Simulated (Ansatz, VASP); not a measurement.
## ZnS in VASP and in Ansatz

```
Zn S
1.0
     0.00000    2.62351    2.66408
     2.62351    0.00000    2.66408
     2.62351    2.62351    0.00000
Zn S
1 1
Direct
  0.00000 0.00000 0.00000
  0.75000 0.75000 0.75000
```

Change from the starting cell: strain -0.030 along x and y, -0.015 along z, atoms carried along.

Alike in both runs: task single point; functional PBE; k mesh 10 × 10 × 10; occupations gaussian, width 0.05 eV; no spin polarisation.

|  | VASP | Ansatz |
| --- | --- | --- |
| version | VASP 6.6.1 | Ansatz 0.2.0 |
| potentials or method | VASP PAW PBE potentials, release 64 (Zn, S) | scalar-relativistic, plane waves, PAW |
| plane-wave cutoff (eV) | 520 | 420 |
| valence electrons in the cell | 18 | 18 |

```csv
,VASP,Ansatz,Ansatz less VASP
gap on the k mesh at the Fermi level (eV),2.42,2.41,-0.010
least direct gap on the mesh (eV),2.42,2.41,-0.010
pressure (GPa),8.3,8.1,-0.18
largest component of the traceless stress (GPa),0.39,0.39,+0.002
```

With one functional, cell and mesh, what is left measures potentials, basis and numerics.
